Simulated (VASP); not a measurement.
# MoH6: relaxation of cell and atoms with PBE

MoH6:

```
CELL_PARAMETERS angstrom
3.57361 0.00000 0.00000
0.00000 3.57361 0.00000
0.00000 0.00000 5.57067
ATOMIC_POSITIONS crystal
H 0.33798 0.00000 0.00000
H 0.66202 0.00000 0.00000
H 0.00000 0.33798 0.00000
H 0.00000 0.66202 0.00000
H 0.50000 0.50000 0.00000
H 0.00000 0.00000 0.50000
Mo 0.50000 0.50000 0.50000
```

The cell was built by a generator and needn't be a form met in nature.

| Property | Result |
| --- | --- |
| Program | VASP 6.6.1 |
| Task | relaxation of cell and atoms |
| Functional | PBE |
| Potentials or basis | VASP PAW PBE potentials, release 64 (H, Mo_sv) |
| Cutoff | 520 eV |
| k mesh | 4 × 4 × 3 |
| Occupations | gaussian, width 0.15 eV |
| Spin | no spin polarisation |
| Further INCAR settings | PREC = Normal; ALGO = Fast; EDIFF = 0.0001; IBRION = 2; EDIFFG = -0.08; NSW = 24; ISIF = 3 |

| Quantity | Value |
| --- | --- |
| Relaxed volume | 5.91 Å³/atom |
| Relaxed cell | a = 2.872 Å, b = 2.872 Å, c = 5.011 Å, α = 90.00°, β = 90.00°, γ = 90.00° |
| Space group after relaxing (to 0.05 Å) | P4/mmm (No. 123) |
| Energy gained by relaxing | 538.9 meV/atom |
| Ionic steps | 12 |
| Pressure after relaxing | 1.2 GPa |
| Largest force after relaxing | 0.063 eV/Å |
| Band gap on the k mesh | none (metal or under the smearing width) |

Forces on the atoms (eV/Å):
```
H    0.063  0.000  0.000
H   -0.063  0.000  0.000
H    0.000  0.063  0.000
H    0.000 -0.063  0.000
H    0.000  0.000  0.000
H    0.000  0.000  0.000
Mo   0.000  0.000  0.000
```

Stress tensor (GPa, compression positive):
```
1.44 0.00 0.00
0.00 1.44 0.00
0.00 0.00 0.63
```

The path:
```tsv
step	energy change (eV)	largest force (eV/Å)	pressure (GPa)	volume (Å³)
1	0.0000	2.5384	-20.53	71.14
2	-2.7641	1.3137	-14.43	58.50
3	-3.1262	2.1702	-5.86	53.33
4	-3.1456	0.6036	-8.63	54.78
5	-3.1537	1.0246	-7.67	54.35
6	-3.4582	0.2120	-9.31	50.19
7	-3.6876	0.6402	0.34	39.63
8	-3.7285	0.6097	-4.10	42.45
9	-3.7048	0.3886	7.31	38.95
10	-3.7627	0.2328	0.46	40.89
11	-3.7627	0.2212	0.48	40.85
12	-3.7725	0.0629	1.17	41.34
```

Final structure:
```yaml
crystal:
  lattice:
    - [2.87225, 0.00000, 0.00000]
    - [0.00000, 2.87225, 0.00000]
    - [0.00000, 0.00000, 5.01117]
  atoms:
    - { symbol: H, position: [0.35546, 0.00000, 0.00000] }
    - { symbol: H, position: [0.64454, 0.00000, 0.00000] }
    - { symbol: H, position: [0.00000, 0.35546, 0.00000] }
    - { symbol: H, position: [0.00000, 0.64454, 0.00000] }
    - { symbol: H, position: [0.50000, 0.50000, 0.00000] }
    - { symbol: H, position: [0.00000, 0.00000, 0.50000] }
    - { symbol: Mo, position: [0.50000, 0.50000, 0.50000] }
```

Levels at points of the mesh, in eV from the Fermi level:
| k point | band 6 | band 7 | band 8 | band 9 | band 10 | band 11 | band 12 | band 13 | band 14 |
| --- | --- | --- | --- | --- | --- | --- | --- | --- | --- |
| (0.00, 0.00, 0.00) | -7.64 | -3.04 | -1.62 | -0.19 | 0.48 | 1.37 | 1.37 | 2.38 | 4.52 |
| (0.50, 0.00, 0.00) | -9.66 | -3.83 | -2.62 | -2.36 | 0.06 | 1.06 | 1.72 | 4.33 | 4.38 |
| (0.50, 0.50, 0.00) | -7.30 | -7.25 | -4.61 | -1.49 | -1.21 | -1.21 | 2.47 | 4.05 | 6.23 |

Wall time 22 s on 2 MPI ranks on Intel(R) Xeon(R) 6975P-C (Granite Rapids), with other jobs on the host, peak memory 0.14 GiB a rank.

Caveat: the k mesh is coarse (spacing up to 0.44 Å⁻¹), so the values aren't converged; the volume moved by over 15 % at a fixed basis, so the end points are rough; the relaxation stopped at a loose force limit of 0.08 eV/Å, so its end isn't a converged minimum.
